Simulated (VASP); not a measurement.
Here is a VASP 6.6.1 calculation.

The input INCAR:

```
SYSTEM = Cd
  ALGO = Fast
  EDIFF = 1E-6
  ENCUT = 520
  GGA = PE
  ISIF = 2
  ISMEAR = -1
  LASPH = .True.
  LCHARG = .False.
  LREAL = .False.
  LWAVE = .False.
  NBANDS = 12
  NELM = 100
  PREC = Accurate
  SIGMA = 0.02
```

File KPOINTS:

```
k-points
0
Gamma
  4 4 4
  0 0 0
```

The input POSCAR:

```
Cd
1.0
    1.6080291515      0.9283960635      2.4492874100
   -1.6080291515      0.9283960635      2.4492874100
    0.0000000000     -1.8567921270      2.4492874100
Cd
1
Direct
    0.0000000000      0.0000000000      0.0000000000
```

Potentials or basis: VASP PAW PBE potentials, release 64 (Cd).

Launch:

```bash
$ cat potpaw_PBE.64/Cd/POTCAR > POTCAR
$ mpirun -np 1 vasp_std > vasp.out
```

Question: Estimate the band gap on the k mesh.

Answer: None (metal or under the smearing width).

Question: Estimate the pressure.

Answer: 1.9 GPa.

Stress tensor (GPa, compression positive):
```
-0.46  0.00  0.00
 0.00 -0.46  0.00
 0.00  0.00  6.61
```

Caveat: the k mesh is coarse (spacing up to 0.60 Å⁻¹), so the values aren't converged.
